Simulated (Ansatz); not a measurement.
# Yttrium, bcc under PBE: from relaxation to bulk modulus

What does PBE give for yttrium in the bcc structure? We relax it, solve it on a dense k-mesh, then scale the cell to 7 volumes from 88 to 112 % of the relaxed one and try a fit of the equation of state. The start is ferromagnetic. The k-meshes are 11×11×11 for the relaxation; 18×18×18 for the dense run; 12×12×12 for the volumes.

This is Y in the bcc structure; at room conditions it is hcp.

Computed with Ansatz 0.2.0 (DFT PBE, plane waves (420 eV) with PAW, scalar-relativistic, unless a step says otherwise).

**1. Starting point**

The structure is cubic, space group Im-3m (No. 229). Conventional cell: a = 4.042 Å, b = 4.042 Å, c = 4.042 Å, α = 90.00°, β = 90.00°, γ = 90.00°. Around Y (site symmetry m-3m) lie 8 Y at 3.50 Å.

Structure file:

```
CELL_PARAMETERS angstrom
-2.02086 2.02086 2.02086
2.02086 -2.02086 2.02086
2.02086 2.02086 -2.02086
ATOMIC_POSITIONS crystal
Y 0.00000 0.00000 0.00000
```

The atoms start with moments of +1 μB.

**2. Relaxation of the cell**

Contents of input.yaml:

```yaml
crystal:
  lattice:
    - [-2.0208580385, 2.0208580385, 2.0208580385]
    - [2.0208580385, -2.0208580385, 2.0208580385]
    - [2.0208580385, 2.0208580385, -2.0208580385]
  atoms:
    - { symbol: "Y", position: [0.0, 0.0, 0.0], spin: 1.0 }
hamiltonian:
  xc: pbe
  pseudopotentials:
    kind: paw
    azcp:
      "Y": "pseudopotentials/Y.paw.azcp"
basis:
  ecutwfc: 420
  fft_grid_basis: typed
kpoints:
  mp_grid: { grid: [11, 11, 11], shift: [0, 0, 0] }
magnetization:
  spin_polarized: true
scf:
  occupations: { method: fermi_dirac, width: 0.05 }
relax:
  max_steps: 60
  f_tol: 0.01
  cell: {}
```

Launch:

```console
ansatz run input.yaml --threads 2 --pin off --max-ram 6144MiB --backend cpu --events-out ev --progress --plain --runs-dir out
```

The runs that follow: Single point on a dense mesh; Volume × 0.88; Volume × 0.92; Volume × 0.96; Volume × 1.0; Volume × 1.04; Volume × 1.08; Volume × 1.12.

Q: Predict the outcome of this session. Wanted: space group; conventional cell; volume; shortest distance; gap on the mesh; magnetic state; relative to hcp; V₀, B₀, B₀′.

As calculated:

```
                      quantity                         value
space group (spins left aside)               Im-3m (No. 229)
             conventional cell                   a = 4.042 Å
                        volume                33.012 Å³/atom
             shortest distance                       3.500 Å
               gap on the mesh  none (levels filled in part)
                magnetic state                  non-magnetic
               relative to hcp                 +126 meV/atom
                   V₀, B₀, B₀′   32.959 Å³/atom, 40 GPa, 3.0
```

**Reading.** The relaxation shrank the cell by 0.0 % in volume. Against the reference form of yttrium (hcp, computed apart with the same settings) it stands 126 meV/atom higher. The moments die out: the run ends non-magnetic. Levels at the Fermi energy are filled in part, as in a metal. B₀ comes out at 40 GPa. The symmetry was held, so the structure may be unstable against distortions that break it.
